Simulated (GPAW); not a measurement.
The system is ZnS (Wurtzite-2H).

```
Zn S
1.0
     3.81100    0.00000    0.00000
    -1.90550    3.30042    0.00000
     0.00000    0.00000    6.23400
Zn S
2 2
Direct
  0.66667 0.33333 0.50000
  0.33333 0.66667 0.00000
  0.66667 0.33333 0.88500
  0.33333 0.66667 0.38500
```

Base run:

* Program: GPAW 26.7.0
* Functional: PBEsol
* Potentials or basis: PAW data sets generated in the run's folder for this functional
* Cutoff: 600 eV
* Basis: pw
* k mesh: 6 × 6 × 3
* Occupations: fermi-dirac, width 0.05 eV
* Spin: no spin polarisation

Its results: band gap on the k mesh 2.10 eV, direct; pressure -1.3 GPa; largest force 0.313 eV/Å.

Task: After a change of settings the same cell gave: band gap on the k mesh 1.99 eV, direct; pressure -4.3 GPa; largest force 0.291 eV/Å. Which change was it?
A. functional from PBEsol to PW91; band points from 100 to 80
B. functional from PBEsol to LDA
C. functional from PBEsol to revPBE; potentials or basis from PAW data sets generated in the run's folder for this functional to the program's PAW data sets (release 1.2.1) made for this functional

Result: B.

LDA binds more tightly than PBEsol, so the same cell stands under less pressure.
